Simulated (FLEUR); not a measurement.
# Au (Fm-3m) in FLEUR: a series of runs, part 2 of 2

FLEUR MaX-R8.1 (later development tree). The steps go on from the part before.

### Step 5. Equation of state, SCAN, 16.85 Å³/atom

Contents of inp.xml:

```xml
<?xml version="1.0" encoding="UTF-8" standalone="no"?>
<fleurInput fleurInputVersion="0.39">
   <comment>
      Au                                                                                                  
   </comment>
   <calculationSetup>
      <cutoffs Kmax="4.1" Gmax="12.7" GmaxXC="12.7" numbands="0"/>
      <scfLoop itmax="80" minDistance="0.0001" maxIterBroyd="30" imix="Anderson" alpha="0.05" precondParam="0.0" spinf="2.0" sdNocoIR="T"/>
      <coreElectrons ctail="F" frcor="F" kcrel="0" coretail_lmax="0"/>
      <xcFunctional name="LibXC" relativisticCorrections="F">
         <LibXCName exchange="mgga_x_scan" correlation="mgga_c_scan"/>
         <AuxGGA exchange="117" correlation="130"/>
      </xcFunctional>
      <magnetism jspins="1"/>
      <soc l_soc="F" theta="0.0" phi="0.0" spav="F"/>
      <expertModes spex="0" secvar="F"/>
      <geometryOptimization l_f="F" forcealpha="1.0" forcemix="BFGS" epsdisp="0.00001" epsforce="0.00001"/>
      <ldaU l_linMix="F" mixParam="0.05" spinf="1.0"/>
   </calculationSetup>
   <cell>
      <bzIntegration valenceElectrons="19.0" mode="hist" fermiSmearingEnergy="0.00183747">
         <kPointListSelection listName="default-1"/>
         <!-- k-points included here -->
         <xi:include xmlns:xi="http://www.w3.org/2001/XInclude" href="kpts.xml"> </xi:include>
      </bzIntegration>
      <!-- symmetry operations included here -->
      <xi:include xmlns:xi="http://www.w3.org/2001/XInclude" href="sym.xml"> </xi:include>
      <bulkLattice scale="1.0000000000">
         <bravaisMatrix>
            <row-1>    0.0000000000000000     3.8455926635609998     3.8455926635609998</row-1>
            <row-2>    3.8455926635609998     0.0000000000000000     3.8455926635609998</row-2>
            <row-3>    3.8455926635609998     3.8455926635609998     0.0000000000000000</row-3>
         </bravaisMatrix>
      </bulkLattice>
   </cell>
   <atomSpecies>
      <species name="Gold (Au)" element="Au" atomicNumber="79">
         <mtSphere radius="2.47" gridPoints="833" logIncrement="0.016"/>
         <atomicCutoffs lmax="10" lnonsphr="10"/>
         <electronConfig flipSpins="F">
            <coreConfig>(1s1/2) (2s1/2) (2p1/2) (2p3/2) (3s1/2) (3p1/2) (3p3/2) (4s1/2) (3d3/2) (3d5/2) (4p1/2) (4p3/2) (4d3/2) (4d5/2) (4f5/2) (4f7/2)</coreConfig>
            <valenceConfig>(5s1/2) (5p1/2) (5p3/2) (6s1/2) (5d3/2) (5d5/2)</valenceConfig>
            <stateOccupation state="(6s1/2)" spinUp="0.500000" spinDown="0.500000"/>
         </electronConfig>
         <energyParameters s="6" p="6" d="5" f="5"/>
         <lo type="SCLO" l="0" n="5" eDeriv="0"/>
         <lo type="SCLO" l="1" n="5" eDeriv="0"/>
         <lo type="SCLO" l="1" n="5" eDeriv="1"/>
         <lo type="SCLO" l="2" n="5" eDeriv="2"/>
         <lo type="SCLO" l="3" n="5" eDeriv="2"/>
      </species>
   </atomSpecies>
   <atomGroups>
      <atomGroup species="Gold (Au)">
         <relPos label="                   1">.0000000000 .0000000000 .0000000000</relPos>
         <force calculate="T" relaxXYZ="TTT"/>
      </atomGroup>
   </atomGroups>
   <output dos="F" band="F" slice="F">
      <checks vchk="F" cdinf="F"/>
      <bandDOS minEnergy="-.5*Htr" maxEnergy="0.5*Htr" sigma="0.015" storeEVData="T"/>
      <vacuumDOS vacdos="F" integ="F" star="F" nstars="0" locx1="0.0" locy1="0.0" locx2="0.0" locy2="0.0" nstm="0" tworkf="0.0"/>
      <unfoldingBand unfoldBand="F" supercellX="1" supercellY="1" supercellZ="1"/>
      <plotting iplot="0" polar="F">
         <plot TwoD="T" vec1="  1.0  0.0  0.0" vec2="  0.0  1.0  0.0" vec3="  0.0  0.0  1.0" zero="  0.0  0.0  0.0" file="plot"/>
      </plotting>
      <chargeDensitySlicing numkpt="0" minEigenval="0.0" maxEigenval="0.0" nnne="0" pallst="F"/>
      <specialOutput eonly="F"/>
      <moessbauerParams electricFieldGradient="T" isomerShift="T" coreHyperfine="T" valenceHyperfine="T"/>
      <magneticCircularDichroism mcd="F" energyLo="-10.0" energyUp="0.0"/>
   </output>
  <!-- We include the file relax.xml here to enable relaxations (see documentation) -->
  <xi:include xmlns:xi="http://www.w3.org/2001/XInclude" href="relax.xml"> <xi:fallback/> </xi:include>
</fleurInput>
```

On the command line:

```
$ inpgen -f crystal.txt -profile fastHighL
$ # inp.xml edited to the form shown
$ fleur_MPI
```

It took 18 s on 1 thread of Arm Neoverse V1, shared host; peak memory 0.09 GiB.

The run converged. Its results:

* Free energy: -518295.3349 eV
* Band gap on the k mesh: none (metal or under the smearing width)
* Valence electrons inside the program's atomic spheres: Au 17.39 (radii Au 2.47 bohr)

Caveat: the meta-GGA is that of a development version, with a GGA for the radial functions and cores and without core tails.

### Step 6. Equation of state, SCAN, 17.53 Å³/atom (volume scaled by 1.04)

Edit inp.xml of step 5 so:

```diff
@@ -27,3 +27,3 @@
       <xi:include xmlns:xi="http://www.w3.org/2001/XInclude" href="sym.xml"> </xi:include>
-      <bulkLattice scale="1.0000000000">
+      <bulkLattice scale="1.0131594038">
          <bravaisMatrix>
```

Potentials or basis: all-electron, FLAPW.

On the command line:

```
$ inpgen -f crystal.txt -profile fastHighL
$ # inp.xml edited to the form shown
$ fleur_MPI
```

Wall time 19 s (1 thread of Arm Neoverse V1, shared host); peak memory 0.09 GiB.

Results (log left out):

* Free energy: -518295.3338 eV
* Band gap on the k mesh: none (metal or under the smearing width)
* Valence electrons inside the program's atomic spheres: Au 17.34 (radii Au 2.47 bohr)

Caveat: the meta-GGA is that of a development version, with a GGA for the radial functions and cores and without core tails.

### Step 7. Equation of state, SCAN, 17.87 Å³/atom (volume scaled by 1.06)

Edit inp.xml of step 6 so:

```diff
@@ -27,3 +27,3 @@
       <xi:include xmlns:xi="http://www.w3.org/2001/XInclude" href="sym.xml"> </xi:include>
-      <bulkLattice scale="1.0131594038">
+      <bulkLattice scale="1.0196128224">
          <bravaisMatrix>
```

On the command line:

```
$ inpgen -f crystal.txt -profile fastHighL
$ # inp.xml edited to the form shown
$ fleur_MPI
```

Wall time 19 s (1 thread of Arm Neoverse V1, shared host); peak memory 0.09 GiB.

The run converged. Its results:

```yaml
Free_energy: -518295.3237 eV
Band_gap_on_the_k_mesh: none (metal or under the smearing width)
Valence_electrons_inside_the_program's_atomic_spheres: Au 17.32 (radii Au 2.47 bohr)
```

Caveat: the meta-GGA is that of a development version, with a GGA for the radial functions and cores and without core tails.

### Step 8. Equation of state, SCAN

No new run: the results of the series are fitted here.

What came out:

```
Equilibrium volume : 17.16 Å³/atom
Bulk modulus       : 169 GPa
```

Energy against volume, from the lowest point:
```csv
volume (Å³/atom),energy (meV/atom)
15.843,60.21
16.181,30.29
16.855,0.00
17.529,1.13
17.866,11.27
```

Caveat: the meta-GGA is that of a development version, with a GGA for the radial functions and cores and without core tails. Spin-orbit coupling is left out, which matters for the levels of Au.

### Step 9. How close it comes

Step 8. Against the measured bulk modulus of Au, 167 GPa (quoted in “Exploring toroidal anvil profiles for larger sample volumes above 4 Mbar”, 2024, pmc:11102561), the calculated 169 GPa is off by +1.1 %. The fit is for a static lattice scaled at fixed shape and fixed fractional positions.
